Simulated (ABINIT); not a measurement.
The system is Sn.

```
Sn
1.0
    -2.94014    2.94014    1.59930
     2.94014   -2.94014    1.59930
     2.94014    2.94014   -1.59930
Sn
2
Direct
  0.00000 0.00000 0.00000
  0.75000 0.25000 0.50000
```

| Property | Result |
| --- | --- |
| Program | ABINIT 10.8.3 (patched build) |
| Task | relaxation of cell and atoms |
| Functional | PBE |
| Dispersion | D2 |
| Potentials or basis | JTH PAW PBE v2.0 |
| Cutoff | 599 eV |
| k mesh | 7 × 7 × 7 |
| Occupations | fermi-dirac, width 0.05 eV |
| Spin | no spin polarisation |

At the start: pressure -1.5 GPa; volume 27.65 Å³/atom.

Q: How do energy, volume and symmetry change on relaxing?

A: Over 8 steps the energy falls by 9.2 meV/atom and the volume is 26.91 Å³/atom (-2.7 %); space group I4_1/amd (No. 141, to 0.05 Å).

The path:
| step | energy change (eV) | largest force (eV/Å) | pressure (GPa) | volume (Å³) |
| --- | --- | --- | --- | --- |
| 1 | 0.0000 | 0.0000 | -1.48 | 55.30 |
| 2 | -0.0033 | 0.0000 | -1.26 | 55.05 |
| 3 | -0.0153 | 0.0000 | 0.65 | 53.15 |
| 4 | -0.0159 | 0.0000 | 0.42 | 53.35 |
| 5 | -0.0175 | 0.0000 | 0.04 | 53.72 |
| 6 | -0.0183 | 0.0000 | -0.10 | 53.90 |
| 7 | -0.0184 | 0.0000 | -0.03 | 53.85 |
| 8 | -0.0184 | 0.0000 | 0.00 | 53.82 |

Final structure:
```
CELL_PARAMETERS angstrom
-2.87897 2.87897 1.62343
2.87897 -2.87897 1.62343
2.87897 2.87897 -1.62343
ATOMIC_POSITIONS crystal
Sn 0.00000 0.00000 0.00000
Sn 0.75000 0.25000 0.50000
```

Caveat: pairwise dispersion overbinds metals, which lowers pressure and volume.
